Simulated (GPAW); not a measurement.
The system is MnO.

```
Mn O
1.0
     0.00000    2.22200    2.22200
     2.22200    0.00000    2.22200
     2.22200    2.22200    0.00000
Mn O
1 1
Cartesian
  0.0000 0.0000 0.0000
  2.2220 2.2220 2.2220
```

Base run:

```yaml
Program: GPAW 26.7.0
Functional: r2SCAN
Potentials_or_basis: GPAW PAW data sets (gpaw-data 1.2.1)
Cutoff: 800 eV
Basis: pw
k_mesh: 7 × 7 × 7
Occupations: fermi-dirac, width 0.05 eV
Spin: collinear spin, ferromagnetic start
Starting_moments: "[4.0, 0.0] μB"
Hubbard_terms: Mn d U = 3 eV
```

Its results: band gap on the k mesh 0.72 eV, indirect (least direct gap 3.23 eV); pressure 6.2 GPa; net moment 5.00 μB per cell; site moments Mn +4.54; O +0.15 μB.

Question: The run is repeated on the same cell with these changes: hubbard terms from Mn d U = 3 eV to none. What comes out?

Answer: Band gap on the k mesh none (metal or under the smearing width); pressure 3.8 GPa; net moment 4.99 μB per cell; site moments Mn +4.44; O +0.20 μB.

The U term pushes filled and empty states of the shell apart.

Caveats: the PAW data sets were made with another functional, which shifts forces and pressure a little; a cell with one magnetic atom can't hold antiferromagnetic order, which such compounds often take; an odd mesh through Γ misses points on the zone boundary, where band edges often lie (some runs); semilocal functionals often make such compounds metallic where correlation or magnetic order opens a gap, which also shifts bond lengths (some runs).

Not every run made on this cell is shown here.
